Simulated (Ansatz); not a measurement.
**How BAs absorbs and reflects light**

Wanted: where BAs starts to absorb, how strongly, and its refractive index.

Program: Ansatz 0.2.0. Level of theory: DFT, PBE, plane-wave PAW, default files, scalar-relativistic, independent-particle optical response without local fields. Results are calculated unless marked as measured.

The experiments to compare with:

For BAs, zinc blende (CVT-grown opaque bulk crystals, 300 K), “Optical properties of cubic boron arsenide” (2019, arxiv:1911.04914) gives, by spectroscopic ellipsometry: band gap (direct gap from square of absorption coefficient, average of two …) about 4.12 eV [Extrapolated from square of absorption coefficient from ellipsometry; average of two …].

Report form: the programs' logs are mostly left out.

## Step 1: Starting point

The structure is cubic, space group F-43m (No. 216). Conventional cell: a = 4.777 Å, b = 4.777 Å, c = 4.777 Å, α = 90.00°, β = 90.00°, γ = 90.00°. Nearest to As lie 4 B at 2.07 Å. Nearest to B lie 4 As at 2.07 Å. Farther neighbours are not listed.

## Step 2: Ground state and bands

First the ground state: is it a metal or has it a gap?

This step: DFT, PBE, plane-wave PAW, default files, scalar-relativistic, ground state (Ansatz 0.2.0).

File input.yaml:

```yaml
crystal:
  lattice:
    - [0.0, 2.3885, 2.3885]
    - [2.3885, 0.0, 2.3885]
    - [2.3885, 2.3885, 0.0]
  atoms:
    - { symbol: As, position: [0.75, 0.75, 0.75] }
    - { symbol: B, position: [0.0, 0.0, 0.0] }
kpoints:
  mp_grid: { grid: [8, 8, 8] }
  band_path:
    path:
      - [[0.0, 0.0, 0.0], [0.5, 0.0, 0.5], [0.5, 0.25, 0.75], [0.375, 0.375, 0.75], [0.0, 0.0, 0.0], [0.5, 0.5, 0.5], [0.625, 0.25, 0.625], [0.5, 0.25, 0.75], [0.5, 0.5, 0.5], [0.375, 0.375, 0.75]]
      - [[0.625, 0.25, 0.625], [0.5, 0.0, 0.5]]
    npoints: 7
scf:
  occupations: { method: fermi_dirac, width: 0.05 }
  n_extra_bands: 6
hamiltonian:
  xc: pbe
  pseudopotentials: { kind: paw }
output:
  forces: true
  stress: true
  populations: true
  write_bands: true
  write_density: true
  write_potential: true
  elf: true
  volumetric_format: npy
```

Launch:

```console
$ ansatz run input.yaml --threads 4 --pin off --max-ram 8192MiB --backend cpu --events-out ev --progress --plain --runs-dir out
```

Wall time 1.2 s (4 threads of Arm Neoverse V2, shared host); peak memory 0.29 GiB; 2.7 s of CPU time.

This step gave:

| Item | Value |
| --- | --- |
| free energy | -5012.0981 eV |
| Fermi energy | 11.71 eV |
| gap by band count | 1.197 eV |
| electrons | 18 |
| symmetry operations | 24 |
| pressure | 2.770 GPa |
| volume | 27.25 Å³ |
| gap on the path | 1.205 eV |
| least direct gap on the path | 3.281 eV |

There is a gap, 1.21 eV on the path, so no carriers' term is needed. The cell is left with a pressure of 2.8 GPa, as it stands unrelaxed at this level.

Electronic bands along the path, in eV, zero at the Fermi level; v1 is the highest filled band, c1 the lowest empty one:

| point | v4 | v3 | v2 | v1 | c1 | c2 | c3 | c4 |
| --- | --- | --- | --- | --- | --- | --- | --- | --- |
| Γ | -15.98 | -0.58 | -0.58 | -0.58 | 2.70 | 2.70 | 2.70 | 4.09 |
| 0.43 of the way | -14.99 | -3.89 | -2.88 | -2.88 | 1.31 | 4.54 | 6.06 | 6.06 |
| X | -11.80 | -9.10 | -4.66 | -4.66 | 0.86 | 0.87 | 10.81 | 10.81 |
| 0.43 of the way | -11.74 | -8.95 | -5.24 | -5.15 | 1.97 | 2.05 | 9.53 | 9.82 |
| W | -11.64 | -8.63 | -6.06 | -5.77 | 4.68 | 5.36 | 6.24 | 6.47 |
| 0.57 of the way | -11.78 | -8.68 | -6.41 | -4.70 | 2.47 | 5.04 | 7.67 | 8.23 |
| K | -11.85 | -8.72 | -6.52 | -4.06 | 1.47 | 4.97 | 8.65 | 9.19 |
| 0.43 of the way | -14.07 | -6.41 | -4.96 | -2.06 | 3.27 | 4.81 | 5.71 | 6.49 |
| Γ | -15.98 | -0.58 | -0.58 | -0.58 | 2.70 | 2.70 | 2.70 | 4.09 |
| 0.43 of the way | -15.24 | -4.68 | -1.54 | -1.54 | 2.58 | 3.90 | 3.90 | 6.82 |
| L | -13.12 | -9.36 | -2.40 | -2.40 | 2.11 | 4.21 | 4.21 | 8.30 |
| 0.43 of the way | -12.79 | -9.07 | -4.35 | -2.99 | 2.61 | 4.86 | 5.50 | 8.52 |
| U | -11.85 | -8.72 | -6.52 | -4.06 | 1.47 | 4.97 | 8.65 | 9.19 |
| 0.43 of the way | -11.78 | -8.68 | -6.41 | -4.70 | 2.47 | 5.04 | 7.67 | 8.23 |
| W | -11.64 | -8.63 | -6.06 | -5.77 | 4.68 | 5.36 | 6.24 | 6.47 |
| 0.57 of the way | -12.69 | -8.98 | -4.67 | -3.34 | 3.26 | 4.06 | 6.37 | 8.54 |
| L | -13.12 | -9.36 | -2.40 | -2.40 | 2.11 | 4.21 | 4.21 | 8.30 |
| 0.57 of the way | -12.56 | -8.87 | -5.25 | -3.31 | 2.29 | 5.78 | 6.33 | 8.04 |
| K | -11.85 | -8.72 | -6.52 | -4.06 | 1.47 | 4.97 | 8.65 | 9.19 |
| jump to U | -11.85 | -8.72 | -6.52 | -4.06 | 1.47 | 4.97 | 8.65 | 9.19 |
| 0.43 of the way | -11.77 | -8.96 | -5.67 | -4.46 | 1.06 | 2.57 | 9.95 | 10.09 |
| X | -11.80 | -9.10 | -4.66 | -4.66 | 0.86 | 0.87 | 10.81 | 10.81 |

Valence density in the ac plane of a cell with a along [110], b along [-110] and c along [001] of the cube at fractional y = 0.000, with atoms of As and B within 0.2 Å of it. It is the smooth field of the valence electrons, not physical close to the nuclei.

Ten steps, logarithmic in the rise over the least value, from '_' (0 e/Å³) to '@' (28 e/Å³), each cell a mean:
```
::::....____....::::::::..______..::::
::....________....::::..__________..::
....____________......______________..
______________________________________
______________________________________
______________________________________
______........____________......______
____..::----::..________..--==--..____
__..::++####++::______..--**%%**--..__
....::**@@@@**::......::==%%@@%%==::..
..::::++%%##++::::..::::--**%%**--::::
::::::--====--::::::::::::--==--::::::
..::::........::::..::::::......::::::
```

Electrostatic potential energy in the ac plane of a cell with a along [110], b along [-110] and c along [001] of the cube at fractional y = 0.000, with atoms of As and B within 0.2 Å of it. With pseudopotentials it is smooth inside the atoms' cores, unlike the true potential.

Values in eV, 7 rows by 16 columns, each cell a mean:
```
-25  -5  10  13  13  12   4 -20 -25  -5  10  13  13  12   4 -20
 10  12  13  14  14  14  12  11  10  12  13  14  14  14  12  11
 13  13  14  14  14  14  13  13  13  13  14  14  14  14  13  13
 13  12  10   6   5   8  12  13  13  12  10   6   5   8  12  13
 12   8  -4   5   8  -3   4  12  12   8  -4   5   8  -3   4  12
  6   5  -4  11  14   0   1   7   6   5  -4  11  14   0   1   7
-34 -12   4   1   0   3  -1 -28 -34 -12   4   1   0   3  -1 -28
```

## Step 3: Spectrum

The spectrum is a sum over vertical transitions between filled and empty bands at the fixed density, so many empty bands are needed.

This step: DFT, PBE, plane-wave PAW, default files, scalar-relativistic, independent-particle optical response without local fields (Ansatz 0.2.0).

input.yaml, the sections that differ from step 2:

```yaml
kpoints:
  mp_grid: { grid: [8, 8, 8] }
scf:
  occupations: { method: fixed }
output:
  optics:
    e_range: [0, 20]
    de: 0.05
    sigma: 0.1
    nscf_kmesh: { grid: [12, 12, 12] }
    bands: { spectra_wanted_up_to: 20 }
# crystal, hamiltonian: as in step 2
```

Elapsed: 5.5 s, on 4 threads; peak memory 0.59 GiB; 20 s of CPU time.

Read-outs, printed or worked out from the files:

* electronic dielectric constant ε∞, mean over x, y and z (by symmetry where fewer were run): 10.10
* absorption onset, first axis (α over 10⁴ cm⁻¹, or the direct gap if that lies higher): 3.281 eV
* main peak of Im epsilon, first axis: 5.589 eV
* photocurrent from vertical transitions in a film 500 nm thick on a perfect mirror (two passes), AM1.5G, no front reflection, all carriers collected: 0.8648 mA/cm²
* least direct gap on the mesh: 3.281 eV
* bands summed: 25
* spectra valid up to: 30.98 eV
* program's estimate of the k-sum error in Im epsilon: 0.19 %
* electrons in the f-sum: 8.542

The Im ε, any direction has structure finer than the step of the table below, so its rows give means over 0.5 eV, whole bins alone (the curve runs from 0 to 20 eV). Peaks (eV: height): 5.60: 48.4.

Im ε, any direction against photon energy; means over each step:

photon energy (eV), Im ε, any direction and a bar:
```
      2.5        0.0 
      3.0        0.1 
      3.5        3.7 ###
      4.0        8.7 #######
      4.5       14.6 #############
      5.0       18.0 ################
      5.5       34.8 ##############################
      6.0       20.7 ##################
      6.5       14.8 #############
      7.0       11.5 ##########
      7.5        8.5 #######
      8.0        6.0 #####
      8.5        4.5 ####
      9.0        3.4 ###
      9.5        2.7 ##
     10.0        2.2 ##
     10.5        1.8 ##
     11.0        1.9 ##
     11.5        1.6 #
     12.0        1.3 #
     12.5        1.2 #
     13.0        1.2 #
     13.5        1.0 #
     14.0        0.9 #
     14.5        0.8 #
     15.0        0.7 #
     15.5        0.6 #
     16.0        0.5 
     16.5        0.5 
     17.0        0.5 
     17.5        0.4 
     18.0        0.4 
     18.5        0.4 
     19.0        0.4 
     19.5        0.4
```

The Re ε, any direction by photon energy:

photon energy (eV), Re ε, any direction and a bar from the least value:
```
        0       10.1 ####################
        1       10.4 ####################
        2       11.6 ######################
        3       15.1 #########################
        4       19.9 ##############################
        5       16.4 ##########################
        6       -9.8 
        7       -7.5 ##
        8       -6.7 ###
        9       -4.8 #####
       10       -3.5 ######
       11       -2.3 ########
       12       -1.9 ########
       13       -1.5 ########
       14       -1.2 #########
       15       -0.9 #########
       16       -0.7 #########
       17       -0.5 #########
       18       -0.3 ##########
       19       -0.2 ##########
       20       -0.1 ##########
```

Values under 1 per cm are given as 1. The absorption coefficient, any direction by photon energy:

| photon energy (eV) | absorption coefficient, any direction (1/cm) |
| --- | --- |
| 0.00 | 1 |
| 1.00 | 1 |
| 2.00 | 1 |
| 3.00 | 1.89 |
| 4.00 | 3.8e5 |
| 5.00 | 1.0e6 |
| 6.00 | 2.4e6 |
| 7.00 | 2.3e6 |
| 8.00 | 2.3e6 |
| 9.00 | 2.1e6 |
| 10.00 | 2.0e6 |
| 11.00 | 1.8e6 |
| 12.00 | 1.8e6 |
| 13.00 | 1.7e6 |
| 14.00 | 1.6e6 |
| 15.00 | 1.5e6 |
| 16.00 | 1.4e6 |
| 17.00 | 1.3e6 |
| 18.00 | 1.2e6 |
| 19.00 | 1.1e6 |
| 20.00 | 9.7e5 |

The loss function −Im 1/ε at q → 0, any direction by energy loss; read off at these points:

| energy loss (eV) | loss function −Im 1/ε at q → 0, any direction |
| --- | --- |
| 3.0 | 0 |
| 3.5 | 0.0102 |
| 4.0 | 0.0183 |
| 4.5 | 0.0253 |
| 5.0 | 0.0303 |
| 5.5 | 0.0195 |
| 6.0 | 0.0411 |
| 6.5 | 0.0601 |
| 7.0 | 0.0617 |
| 7.5 | 0.0637 |
| 8.0 | 0.0746 |
| 8.5 | 0.0856 |
| 9.0 | 0.0980 |
| 9.5 | 0.113 |
| 10.0 | 0.131 |
| 10.5 | 0.155 |
| 11.0 | 0.217 |
| 11.5 | 0.209 |
| 12.0 | 0.245 |
| 12.5 | 0.294 |
| 13.0 | 0.328 |
| 13.5 | 0.348 |
| 14.0 | 0.404 |
| 14.5 | 0.469 |
| 15.0 | 0.550 |
| 15.5 | 0.586 |
| 16.0 | 0.697 |
| 16.5 | 0.925 |
| 17.0 | 1.09 |
| 17.5 | 1.26 |
| 18.0 | 1.57 |
| 18.5 | 1.84 |
| 19.0 | 2.01 |
| 19.5 | 2.20 |
| 20.0 | 2.86 |

Table of refractive index n and extinction k by photon energy:

| photon energy (eV) | n | k |
| --- | --- | --- |
| 0 | 3.18 | 0 |
| 1 | 3.23 | 0 |
| 2 | 3.41 | 0 |
| 3 | 3.89 | 6.2e-6 |
| 4 | 4.57 | 0.948 |
| 5 | 4.51 | 1.97 |
| 6 | 2.45 | 3.97 |
| 7 | 1.73 | 3.24 |
| 8 | 1.07 | 2.79 |
| 9 | 0.740 | 2.32 |
| 10 | 0.572 | 1.95 |
| 11 | 0.592 | 1.62 |
| 12 | 0.455 | 1.46 |
| 13 | 0.449 | 1.30 |
| 14 | 0.381 | 1.15 |
| 15 | 0.367 | 1.01 |
| 16 | 0.298 | 0.884 |
| 17 | 0.331 | 0.754 |
| 18 | 0.316 | 0.639 |
| 19 | 0.335 | 0.568 |
| 20 | 0.283 | 0.477 |

At chosen wavelengths:

| wavelength (nm) | n | k | R (%) | 1/α |
| --- | --- | --- | --- | --- |
| 1550 | 3.21 | 0.000 | 27.6 | over 1 mm |
| 1064 | 3.25 | 0.000 | 28.0 | over 1 mm |
| 800 | 3.31 | 0.000 | 28.7 | over 1 mm |
| 532 | 3.51 | 0.000 | 31.0 | over 1 mm |
| 450 | 3.71 | 0.000 | 33.1 | over 1 mm |
| 405 | 3.95 | 0.000 | 35.5 | 105 µm |
| 248 | 4.51 | 1.968 | 47.3 | 10 nm |

Rows near the edge hang on the gap, which this functional as a rule makes too small, and phonon-assisted absorption is left out.

Through 1 µm of it, D65 light comes out colourless, dimmed by reflection (x = 0.318, y = 0.335; 53 % transmitted).

The f-sum over the summed bands holds 8.5 of the cell's 18 electrons outside the frozen cores, 10 of which lie in bands more than 12 eV below the Fermi level, whose transitions come at higher energies. Up to 20 eV the strength has a mean oscillator energy of 6.4 eV, close to the main peak.

## Step 4: Results

| Quantity | Value |
| --- | --- |
| gap on the path | 1.21 eV |
| least direct gap on the path | 3.28 eV |
| electronic dielectric constant ε∞, mean over x, y and z (by symmetry where fewer were run) (independent particles) | 10.1 |
| absorption onset, first axis (α over 10⁴ cm⁻¹, or the direct gap if that lies higher) | 3.28 eV |
| main peak of Im epsilon, first axis | 5.59 eV |
| photocurrent from vertical transitions in a film 500 nm thick on a perfect mirror (two passes), AM1.5G, no front reflection, all carriers collected | 0.865 mA/cm² |

At this level (PBE, independent particles) BAs has ε∞ = 10.1 and n = 3.21 at 1550 nm; absorption sets in near 3.3 eV, and Im ε peaks at 5.6 eV. The gap is indirect (1.21 eV), so absorption without phonons can begin only at the direct gap of 3.28 eV. Lines 0.1 eV wide carry a tail of absorption under the direct gap, past the threshold already at 3.20 eV. Absorption passes 10⁴ cm⁻¹ from the direct gap on, 3.28 eV, in the ultraviolet, so the visible is passed, but for phonon-assisted absorption over the indirect gap, which is left out. The f-sum over the summed bands holds 8.5 of the cell's 18 electrons outside the frozen cores, 10 of which lie in bands more than 12 eV below the Fermi level, whose transitions come at higher energies. Up to 20 eV the strength has a mean oscillator energy of 6.4 eV, close to the main peak. Through 1 µm of it, D65 light comes out colourless, dimmed by reflection (x = 0.318, y = 0.335; 53 % transmitted). Excitons and phonon-assisted transitions are missing, and so are local fields; PBE gaps are as a rule too small, which pulls the onset down and ε∞ up. In the base run ε includes the program's bounded estimate of what the bands above those summed add.

Comparison with the measured values:

| quantity | measured | PBE |
| --- | --- | --- |
| band gap (direct gap) (eV) | 4.12 | 3.28 (-0.84 eV) |

Measured values from arxiv:1911.04914 (2019).

**Verdict.** The band gap is off by -0.84 eV: a clear miss. Local and semilocal functionals usually give gaps below the measured ones. An optical gap can lie under the band gap by the exciton's binding. Zero-point and thermal motion shift the measured gap. No cell relaxation is part of this session.

[Logs are printed without paths, hosts, clocks, repeated set-up lines and the standing remarks that a program may print on its own settings, such as how far it seeks lower states.]

[Hosts, paths, dates, database ids (printed as entryN), source tags and the programs' standing remarks are cut or masked in the printed files.]
